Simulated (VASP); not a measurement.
A run of VASP 6.6.1:

INCAR

```
ALGO = Normal
EDIFF = 1E-8
ENCUT = 500
GGA = RE
ISIF = 2
ISMEAR = 0
IVDW = 4
LASPH = True
LCHARG = False
LDAU = True
LDAUJ = 0
LDAUL = 2
LDAUPRINT = 1
LDAUTYPE = 2
LDAUU = 4.5
LEFG = True
LMAXMIX = 4
LREAL = False
LWAVE = False
NELM = 100
PREC = Accurate
SIGMA = 0.05
```

Contents of KPOINTS:

```
k-points
0
Gamma
  9 9 5
```

The input POSCAR:

```
Sc
1.0
    3.3090000000      0.0000000000      0.0000000000
   -1.6545000000      2.8656780611      0.0000000000
    0.0000000000      0.0000000000      5.2733000000
Sc
2
Direct
    0.6875460000      0.3481910000      0.7467380000
    0.3583440000      0.6558130000      0.2460500000
```

Potentials or basis: VASP PAW PBE potentials, release 64 (Sc_sv).

Launch:

```sh
$ cat potpaw_PBE.64/Sc_sv/POTCAR > POTCAR
$ mpirun -np 1 vasp_std > vasp.out
```

Hardware: 1 thread of Intel(R) Xeon(R) Platinum 8559C (Emerald Rapids) (shared host).

Question: How long does it take, and how much memory?

Answer: It took 89 s on 1 thread of Intel(R) Xeon(R) Platinum 8559C (Emerald Rapids), with other jobs on the host, peak memory 0.25 GiB. Counts: scf iterations 17, k points 203.
